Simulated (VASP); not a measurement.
# Te2Mo (P2_1/m) in VASP: single point with BLYP

Aim: the single point of Te2Mo with BLYP.

Program: VASP 6.6.1. These are calculated values, not measurements. Logs are shortened: lines on timing, memory, paths and dates and some standing lists are left out, and cuts for length are marked.

## 1. The crystal as given

It takes space group P2_1/m (No. 11, monoclinic). Conventional cell: a = 6.201 Å, b = 3.398 Å, c = 13.577 Å, α = 90.00°, β = 93.92°, γ = 90.00°. Around Te (site symmetry m) lie 3 Mo at 2.73 to 2.75 Å. Te (site symmetry m) is surrounded by 3 Mo at 2.64 to 2.65 Å. Around Te (site symmetry m) lie 3 Mo at 2.74 to 2.76 Å. Te (site symmetry m) is surrounded by 3 Mo at 2.64 to 2.65 Å. Mo (site symmetry m) is surrounded by 6 Te at 2.64 to 2.76 Å and 2 Mo at 2.83 Å. Mo (site symmetry m) has 6 Te at 2.64 to 2.75 Å and 2 Mo at 2.84 Å as nearest neighbours.

## 2. Single point, BLYP

Contents of INCAR:

```
PREC = Accurate
ENCUT = 520
EDIFF = 1E-6
ISMEAR = -1
SIGMA = 0.05
LREAL = False
LASPH = True
NELM = 100
ALGO = Fast
ISIF = 2
LWAVE = False
LCHARG = True
GGA = B5
ALDAX = 1.0
AGGAX = 1.0
AGGAC = 1.0
ALDAC = 0.0
LELF = True
LVHAR = True
NBANDS = 64
```

Contents of KPOINTS:

```
Automatic mesh
0
Gamma
  4 8 2
```

Contents of POSCAR:

```
Te2Mo
1.0
    6.2007800682      0.0000000000      0.0000000000
    0.0000000000      3.3981842111      0.0000000000
   -0.9274669445      0.0000000000     13.5453481849
Te Mo
8 4
Direct
    0.9437000000      0.7500000000      0.6045000000
    0.0563000000      0.2500000000      0.3955000000
    0.9030000000      0.2500000000      0.8514000000
    0.0970000000      0.7500000000      0.1486000000
    0.4112000000      0.7500000000      0.8955000000
    0.5888000000      0.2500000000      0.1045000000
    0.4432000000      0.2500000000      0.6484000000
    0.5568000000      0.7500000000      0.3516000000
    0.8167000000      0.7500000000      0.9926000000
    0.1833000000      0.2500000000      0.0074000000
    0.6819000000      0.2500000000      0.4934000000
    0.3181000000      0.7500000000      0.5066000000
```

Potentials or basis: VASP PAW PBE potentials, release 64 (Te, Mo_sv).

Started as:

```bash
$ cat potpaw_PBE.64/Te/POTCAR potpaw_PBE.64/Mo_sv/POTCAR > POTCAR
$ mpirun -np 1 vasp_std > vasp.out
```

OUTCAR:

```text
PREC = Accurate
   ENCUT = 520
   EDIFF = 1E-6
   ISMEAR = -1
   LREAL = False
   LASPH = True
   NELM = 100
   ISIF = 2
   GGA = B5

 ion  position               nearest neighbor table
   1  0.944  0.750  0.605-  11 2.73  11 2.73  12 2.75   2 3.42   2 3.42   7 3.55   7 3.55   7 3.62
                             7 3.62
   2  0.056  0.250  0.395-  12 2.73  12 2.73  11 2.75   1 3.42   1 3.42   8 3.55   8 3.55   8 3.62
                             8 3.62
   3  0.903  0.250  0.851-   9 2.64   9 2.64  10 2.65   5 3.58   5 3.58   5 3.59   5 3.59
   4  0.097  0.750  0.149-  10 2.64  10 2.64   9 2.65   6 3.58   6 3.58   6 3.59   6 3.59
   5  0.411  0.750  0.895-  10 2.74  10 2.74   9 2.76   6 3.42   6 3.42   3 3.58   3 3.58   3 3.59
                             3 3.59
   6  0.589  0.250  0.105-   9 2.74   9 2.74  10 2.76   5 3.42   5 3.42   4 3.58   4 3.58   4 3.59
                             4 3.59
   7  0.443  0.250  0.648-  12 2.64  12 2.64  11 2.65   1 3.55   1 3.55   1 3.62   1 3.62
   8  0.557  0.750  0.352-  11 2.64  11 2.64  12 2.65   2 3.55   2 3.55   2 3.62   2 3.62
   9  0.817  0.750  0.993-   3 2.64   3 2.64   4 2.65   6 2.74   6 2.74   5 2.76  10 2.83  10 2.83

  10  0.183  0.250  0.007-   4 2.64   4 2.64   3 2.65   5 2.74   5 2.74   6 2.76   9 2.83   9 2.83

  11  0.682  0.250  0.493-   8 2.64   8 2.64   7 2.65   1 2.73   1 2.73   2 2.75  12 2.84  12 2.84

  12  0.318  0.750  0.507-   7 2.64   7 2.64   8 2.65   2 2.73   2 2.73   1 2.75  11 2.84  11 2.84

  LATTYP: Found a simple monoclinic cell.
 ALAT       =     6.2007800682
 B/A-ratio  =     0.5480252765
 C/A-ratio  =     2.1895734597
 COS(beta)  =    -0.0683113065

  Lattice vectors:

 A1 = (   6.2007800682,   0.0000000000,   0.0000000000)
 A2 = (   0.0000000000,   3.3981842111,   0.0000000000)
 A3 = (  -0.9274669445,   0.0000000000,  13.5453481849)

Analysis of symmetry for initial positions (statically):
=====================================================================
 Subroutine PRICEL returns:
 Original cell was already a primitive cell.

 Routine SETGRP: Setting up the symmetry group for a
 simple monoclinic supercell.

 Subroutine GETGRP returns: Found  4 space group operations
 (whereof  2 operations were pure point group operations)
 out of a pool of  4 trial point group operations.

The static configuration has the point symmetry S_2 .
 The point group associated with its full space group is C_2h.

Analysis of symmetry for dynamics (positions and initial velocities):
=====================================================================
 Subroutine PRICEL returns:
 Original cell was already a primitive cell.

 Routine SETGRP: Setting up the symmetry group for a
 simple monoclinic supercell.

 Subroutine GETGRP returns: Found  4 space group operations
 (whereof  2 operations were pure point group operations)
 out of a pool of  4 trial point group operations.

The dynamic configuration has the point symmetry S_2 .
 The point group associated with its full space group is C_2h.

 Subroutine INISYM returns: Found  4 space group operations
 (whereof  2 operations are pure point group operations),
 and found     1 'primitive' translations

----------------------------------------------------------------------------------------

                                     Primitive cell

  volume of cell :     285.4194

  direct lattice vectors                    reciprocal lattice vectors
     6.200780068  0.000000000  0.000000000     0.161270032  0.000000000  0.011042361
     0.000000000  3.398184211  0.000000000     0.000000000  0.294274806  0.000000000
    -0.927466945  0.000000000 13.545348185     0.000000000  0.000000000  0.073826083

  length of vectors
     6.200780068  3.398184211 13.577063467     0.161647632  0.294274806  0.073826083

  position of ions in fractional coordinates (direct lattice)
     0.943700000  0.750000000  0.604500000
     0.056300000  0.250000000  0.395500000
     0.903000000  0.250000000  0.851400000
     0.097000000  0.750000000  0.148600000
     0.411200000  0.750000000  0.895500000
     0.588800000  0.250000000  0.104500000
     0.443200000  0.250000000  0.648400000
     0.556800000  0.750000000  0.351600000
     0.816700000  0.750000000  0.992600000
     0.183300000  0.250000000  0.007400000
     0.681900000  0.250000000  0.493400000
     0.318100000  0.750000000  0.506600000

  ion indices of the primitive-cell ions
   primitive index   ion index
                 1           1
                 2           2
                 3           3
                 4           4
                 5           5
                 6           6
                 7           7
                 8           8
                 9           9
                10          10
                11          11
                12          12

----------------------------------------------------------------------------------------

 KPOINTS: Automatic mesh

Automatic generation of k-mesh.
 Grid dimensions read from file:
 generate k-points for:    4    8    2

 Generating k-lattice:

  Cartesian coordinates                     Fractional coordinates (reciprocal lattice)
     0.040317508  0.000000000  0.002760590     0.250000000  0.000000000  0.000000000
     0.000000000  0.036784351  0.000000000     0.000000000  0.125000000  0.000000000
     0.000000000  0.000000000  0.036913042     0.000000000  0.000000000  0.500000000

  Length of vectors
     0.040411908  0.036784351  0.036913042

  Shift w.r.t. Gamma in fractional coordinates (k-lattice)
     0.000000000  0.000000000  0.000000000

 Subroutine IBZKPT returns following result:
 ===========================================

 Found     30 irreducible k-points:

 Following reciprocal coordinates:
            Coordinates               Weight
  0.000000  0.000000  0.000000      1.000000
  0.250000  0.000000  0.000000      2.000000
  0.500000  0.000000  0.000000      1.000000
  0.000000  0.125000  0.000000      2.000000
  0.250000  0.125000  0.000000      4.000000
  0.500000  0.125000  0.000000      2.000000
[... 16 lines left out ...]
  0.250000  0.250000  0.500000      4.000000
  0.500000  0.250000  0.500000      2.000000
 [... further k-points ...]
   k-points           NKPTS =     30   k-points in BZ     NKDIM =     30   number of bands    NBANDS=     64
   number of dos      NEDOS =    301   number of ions     NIONS =     12
   total plane-waves  NPLWV = 145152
   dimension x,y,z NGX =    48 NGY =   28 NGZ =  108
   dimension x,y,z NGXF=    96 NGYF=   56 NGZF=  216
   ions per type =               8   4
   NGX,Y,Z   is equivalent  to a cutoff of  12.87, 13.70, 13.22 a.u.
   NGXF,Y,Z  is equivalent  to a cutoff of  25.74, 27.40, 26.45 a.u.
 SYSTEM =  unknown system
   PREC   = accura    normal or accurate (medium, high low for compatibility)
   ISTART =      0    job   : 0-new  1-cont  2-samecut
   ICHARG =      2    charge: 1-file 2-atom 10-const
   ISPIN  =      1    spin polarized calculation?
   LNONCOLLINEAR =      F non collinear calculations
   LSORBIT =      F    spin-orbit coupling
   LASPH  =      T    aspherical Exc in radial PAW
   ENCUT  =  520.0 eV  38.22 Ry    6.18 a.u.  11.53  6.32 25.24*2*pi/ulx,y,z
   NELM   =    100;   NELMIN=  2; NELMDL= -5     # of ELM steps
   EDIFF  = 0.1E-05   stopping-criterion for ELM
   LREAL  =      F    real-space projection
   EDIFFG = 0.1E-04   stopping-criterion for IOM
   NSW    =      0    number of steps for IOM
   IBRION =     -1    ionic relax: 0-MD 1-quasi-New 2-CG
   NFREE  =      0    steps in history (QN), initial steepest desc. (CG)
   ISIF   =      2    stress and relaxation
   ISYM   =      2    0-nonsym 1-usesym 2-fastsym
   POTIM  = 0.5000    time-step for ionic-motion
   TEBEG  =    0.0;   TEEND  =   0.0 temperature during run
   PSTRESS=    0.0 pullay stress
   NELECT =     104.0000    total number of electrons
   NUPDOWN=      -1.0000    fix difference up-down
   EMIN   =  10.00;   EMAX   =-10.00  energy-range for DOS
   EFERMI =   0.00;   METHOD = LEGACY
   ISMEAR =    -1;   SIGMA  =   0.05  broadening in eV -4-tet -1-fermi 0-gaus
   EFERMI_NEDOS =   21; number of points for ismear=-14 and -15
   IALGO  =     68    algorithm
   IMIX   =      4    mixing-type and parameters
     AMIX     =   0.40;   BMIX     =  1.00
     AMIX_MAG =   1.60;   BMIX_MAG =  1.00
  volume/ion in A,a.u.               =      23.78       160.51
  Fermi-wavevector in a.u.,A,eV,Ry     =   1.169297  2.209651 18.602637  1.367255
  Thomas-Fermi vector in A             =   2.305772
   LORBIT       =      0    0 simple, 1 ext, 2 COOP (PROOUT), +10 PAW based schemes
   GGA     = B5    functional components
   LHFCALC =     F    Hartree Fock is set to
   AEXX    =    0.0000 exact exchange contribution
   IVDW    =     0    specifies the selected vdW correction
   LEPSILON=     F    determine dielectric tensor
   LRPA    =     F    only Hartree local field effects (RPA)
 non-spin polarized calculation
 RMM-DIIS sequential band-by-band and
  energy-cutoff  :      520.00
  volume of cell :      285.42
 maximum number of plane-waves:      7713
 NGX is ok and might be reduce to    48
   NGX = 23   NGY = 13   NGZ = 51

 number of electron     104.0000001 magnetization

 Free energy of the ion-electron system (eV)
  ---------------------------------------------------
  ext. energy  EPLUGINS =         0.00000000
  ---------------------------------------------------
  free energy    TOTEN  =       -58.56046112 eV

  energy without entropy =      -58.52650783  energy(sigma->0) =      -58.54348447

 E-fermi :   9.5739     XC(G=0): -10.0129

 val. band max:        9.5720054674   @ k =   0.0000   0.0000   0.5000
 cond. band min:       9.6127015366   @ k =   0.2500   0.1250   0.0000
 fundamental gap:      0.0406960693
 Fermi energy:         9.5738986751

 k-point     1 :       0.0000    0.0000    0.0000
  band No.  band energies     occupation
      1     -51.2880      2.00000
      2     -51.2633      2.00000
      3     -51.2127      2.00000
      4     -51.1863      2.00000
      5     -25.7347      2.00000
      6     -25.7128      2.00000
[... 1597 lines left out ...]
     63      12.0167      0.00000
     64      12.1785      0.00000

 [... further k-points ...]
[... 5 lines left out ...]
  --------------------------------------------------------------------------------------
  -------------------------------------------------------------------------------------
  Total       31.3567471     30.6912100     29.3177311      0.0000000      0.0000000      0.1487546
  in kB      176.0184396    172.2825038    164.5725964      0.0000000      0.0000000      0.8350214
  external PRESSURE =     170.9578466 kB  Pullay stress =       0.0000000 kB

 VOLUME and BASIS-vectors are now :
 -----------------------------------------------------------------------------
  energy-cutoff  :      520.00
  volume of cell :      285.42
      direct lattice vectors                 reciprocal lattice vectors
     6.200780068  0.000000000  0.000000000     0.161270032  0.000000000  0.011042361
     0.000000000  3.398184211  0.000000000     0.000000000  0.294274806  0.000000000
    -0.927466945  0.000000000 13.545348185     0.000000000  0.000000000  0.073826083

 POSITION                                       TOTAL-FORCE (eV/Angst)
 -----------------------------------------------------------------------------------
      5.29102      2.54864      8.18816         0.140083     -0.000000      1.049967
     -0.01771      0.84955      5.35719        -0.140083     -0.000000     -1.049967
      4.80966      0.84955     11.53251        -0.027983     -0.000000     -1.610522
      0.46365      2.54864      2.01284         0.027983     -0.000000      1.610522
      1.71921      2.54864     12.12986         0.098543      0.000000     -0.990346
      3.55410      0.84955      1.41549        -0.098543     -0.000000      0.990346
      2.14682      0.84955      8.78280        -0.077413     -0.000000      1.562361
      3.12650      2.54864      4.76254         0.077413      0.000000     -1.562361
      4.14357      2.54864     13.44511        -0.257106     -0.000000      0.089697
      1.12974      0.84955      0.10024         0.257106     -0.000000     -0.089697
      3.77070      0.84955      6.68327         0.118303     -0.000000      0.132271
      1.50261      2.54864      6.86207        -0.118303     -0.000000     -0.132271
 -----------------------------------------------------------------------------------
    total drift:                               -0.000000      0.000000      0.000000

  FREE ENERGIE OF THE ION-ELECTRON SYSTEM (eV)
  ---------------------------------------------------
  free  energy   TOTEN  =       -58.5604611189 eV

  energy  without entropy=      -58.5265078296  energy(sigma->0) =      -58.54348447
```

Run time: 8.7 min. Hardware: 1 thread of Intel Xeon 6975P-C (Granite Rapids), shared host; peak memory 0.63 GiB.

What came out:

| Property | Result |
| --- | --- |
| Free energy | -58.5605 eV |
| Pressure | 17.1 GPa |
| Largest force | 1.611 eV/Å |
| Band gap on the k mesh | none (metal or under the smearing width) |

Forces on the atoms (eV/Å):
```
Te   0.140  0.000  1.050
Te  -0.140  0.000 -1.050
Te  -0.028  0.000 -1.611
Te   0.028  0.000  1.611
Te   0.099  0.000 -0.990
Te  -0.099  0.000  0.990
Te  -0.077  0.000  1.562
Te   0.077  0.000 -1.562
Mo  -0.257  0.000  0.090
Mo   0.257  0.000 -0.090
Mo   0.118  0.000  0.132
Mo  -0.118  0.000 -0.132
```

Levels at points of the mesh, in eV from the Fermi level:
```
           k point  band 50  band 51  band 52  band 53  band 54  band 55
(0.00, 0.00, 0.00)    -0.13     0.11     0.16     0.44     0.72     0.94
(0.50, 0.00, 0.00)    -0.90    -0.65    -0.55    -0.12    -0.05     0.98
(0.00, 0.50, 0.00)    -1.63    -1.52    -1.52     1.05     1.05     1.23
(0.50, 0.50, 0.00)    -1.12    -1.02    -1.02     1.05     1.05     1.13
(0.00, 0.00, 0.50)    -0.01    -0.01     0.00     0.46     0.59     0.96
(0.50, 0.00, 0.50)    -0.89    -0.69    -0.41    -0.07    -0.01     0.94
(0.00, 0.50, 0.50)    -1.69    -1.57    -1.57     1.03     1.03     1.22
(0.50, 0.50, 0.50)    -1.11    -1.01    -1.01     1.07     1.07     1.09
```

Caveat: so large a pressure means that the cell lies far from this level's equilibrium, or that cutoff or potentials fall short; the potentials were made for another functional, which shifts forces and pressure. Spin-orbit coupling is left out, which matters for the levels of Te.
